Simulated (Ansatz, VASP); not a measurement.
## F in VASP and in Ansatz

```
F
1.0
     3.06753   -1.79150   -0.23659
     3.06753    1.79150   -0.23659
    -2.29802    0.00000    7.17094
F
4
Direct
  0.08485 0.08485 0.09400
  0.91515 0.91515 0.90600
  0.50157 0.50157 0.59372
  0.49843 0.49843 0.40628
```

Change from the starting cell: volume 19.217 Å^3 an atom, stretch along a over the lengths across it, relative to the relaxed cell 0.9841.

Alike in both runs: task single point; functional PBEsol; k mesh 4 × 4 × 2; occupations gaussian, width 0.05 eV; no spin polarisation.

|  | VASP | Ansatz |
| --- | --- | --- |
| version | VASP 6.6.1 | Ansatz 0.2.0 |
| potentials or method | VASP PAW PBE potentials, release 64 (F) | scalar-relativistic, plane waves, PAW |
| plane-wave cutoff (eV) | 520 | 520 |
| valence electrons in the cell | 28 | 28 |

```csv
,VASP,Ansatz,Ansatz less VASP
gap on the k mesh at the Fermi level (eV),2.95,3.03,+0.079
least direct gap on the mesh (eV),3.03,3.11,+0.079
pressure (GPa),0.0,-0.3,-0.34
largest component of the traceless stress (GPa),0.81,0.54,-0.268
rms of the force components (eV/Å),0.150,0.094,-0.0553
```

Atom by atom the forces differ by 0.244 eV/Å (rms over components). One of these differences is far larger than is usual between the two programs; its cause wasn't traced.

Caveats: the k mesh is coarse (spacing up to 0.52 Å⁻¹), so the values aren't converged; the PAW data sets were made with another functional, which shifts forces and pressure a little (VASP). A k mesh can miss the band edges.
